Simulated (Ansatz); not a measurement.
SnTe:

```
CELL_PARAMETERS angstrom
0.00000 3.15085 3.15085
3.15085 0.00000 3.15085
3.15085 3.15085 0.00000
ATOMIC_POSITIONS crystal
Te 0.50000 0.50000 0.50000
Sn 0.00000 0.00000 0.00000
```

| Property | Result |
| --- | --- |
| Program | Ansatz 0.2.0 |
| Task | relaxation of cell and atoms |
| Functional | PBEsol |
| Dispersion | D3(BJ)-ATM |
| Potentials or basis | Ansatz PAW |
| Cutoff | 420 eV (not typed: the program's choice for these potentials) |
| k mesh | 7 × 7 × 7 |
| Occupations | fermi-dirac, width 0.05 eV |
| Spin | no spin polarisation |

At the start: volume 31.28 Å³/atom.

**Question.** Where does the relaxation end?

**Answer.** It ends after 5 steps and the volume is 29.84 Å³/atom (-4.6 %); space group Fm-3m (No. 225, to 0.05 Å).

The path:
| step | energy change (eV) | largest force (eV/Å) | volume (Å³) |
| --- | --- | --- | --- |
| 1 | 0.0000 | 0.0000 | 62.56 |
| 2 | -0.0183 | 0.0000 | 58.66 |
| 3 | -0.0210 | 0.0000 | 59.78 |
| 4 | -0.0211 | 0.0000 | 59.69 |
| 5 | -0.0205 | 0.0000 | 59.69 |

Final structure:
```
Te Sn
1.0
     0.00000    3.10184    3.10184
     3.10184    0.00000    3.10184
     3.10184    3.10184    0.00000
Te Sn
1 1
Direct
  0.50000 0.50000 0.50000
  0.00000 0.00000 0.00000
```

Caveat: the plane-wave basis is chosen anew once the cell has moved, so the energies of steps on either side of that aren't comparable; the PAW data sets come from PBE, with cores solved anew for the run's functional, which leaves a small shift of forces and pressure.
